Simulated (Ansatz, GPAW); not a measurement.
Given: the input of a run of Ansatz 0.2.0 on Ta. 

Contents of input.yaml:

```yaml
crystal:
  lattice:
    - [-1.65128, 1.65128, 1.65128]
    - [1.65128, -1.65128, 1.65128]
    - [1.65128, 1.65128, -1.65128]
  atoms:
    - { symbol: Ta, position: [0.0, 0.0, 0.0] }
hamiltonian:
  xc: pbe
  pseudopotentials: { kind: paw }
kpoints:
  mp_grid: { grid: [11, 11, 11] }
scf:
  occupations: { method: gaussian, width: 0.016 }
output:
  forces: true
  stress: true
  eigenvalues: true
```

Potentials or basis: Ansatz PAW.

Command:

```bash
$ ansatz run input.yaml --threads 2 --pin off --max-ram 5632MiB --backend cpu --events-out ev --progress --plain --runs-dir out
```

Q: Translate it to GPAW 26.7.0 (ASE script). Potentials or basis there: GPAW PAW data sets (gpaw-data 1.2.1), cutoff 600 eV.

A: As run (cutoffs and basis follow the program's own potentials, and thresholds, step limits or extra output files can differ):

run.py

```python
from ase import Atoms
from ase.dft.bandgap import bandgap
from ase.io import write
from ase.units import Bohr, GPa
from gpaw import GPAW, PW
from gpaw.elf import elf_from_dft_calculation

atoms = Atoms(['Ta'],
              cell=[[-1.65128, 1.65128, 1.65128],
                    [1.65128, -1.65128, 1.65128],
                    [1.65128, 1.65128, -1.65128]],
              scaled_positions=[[0.0, 0.0, 0.0]],
              pbc=True)

calc = GPAW(mode=PW(600),
            xc='PBE',
            kpts={'size': (11, 11, 11), 'gamma': True},
            occupations={'name': 'methfessel-paxton', 'order': 0, 'width': 0.016},
            nbands=15,
            convergence={'density': 1e-05, 'energy': 1e-05},
            maxiter=150,
            txt='gpaw.txt')
atoms.calc = calc
energy = atoms.get_potential_energy()
forces = atoms.get_forces()
stress = atoms.get_stress()
calc.write('gs.gpw')
write('result.traj', atoms)
print(f'Energy: {energy:.6f} eV')
print('Forces (eV/A):')
print(forces.round(4))
print('Stress (GPa):', (stress / GPa).round(3))
print('Fermi level:', round(calc.get_fermi_level(), 4), 'eV')
print(f'Gap: {bandgap(calc)[0]:.4f} eV, direct: {bandgap(calc, direct=True)[0]:.4f} eV')

# fields on the real-space grid
write('density.cube', atoms, data=calc.get_pseudo_density() * Bohr**3)
write('potential.cube', atoms, data=calc.get_electrostatic_potential())
write('elf.cube', atoms, data=elf_from_dft_calculation(calc).data)
```

Potentials or basis: GPAW PAW data sets (gpaw-data 1.2.1), pw.

Launch:

```console
$ OMP_NUM_THREADS=1 python run.py
```

Both were run:

|  | Ansatz | GPAW |
| --- | --- | --- |
| Pressure | 2.1 GPa | 2.3 GPa |

Ansatz's pressure holds a Pulay term of +0.06 GPa for its cutoff of 420 eV, which the other run lacks.

Where Ansatz's input types no cutoff or centring, it takes its own default and a Γ-centred mesh.

Pressure is positive in compression.
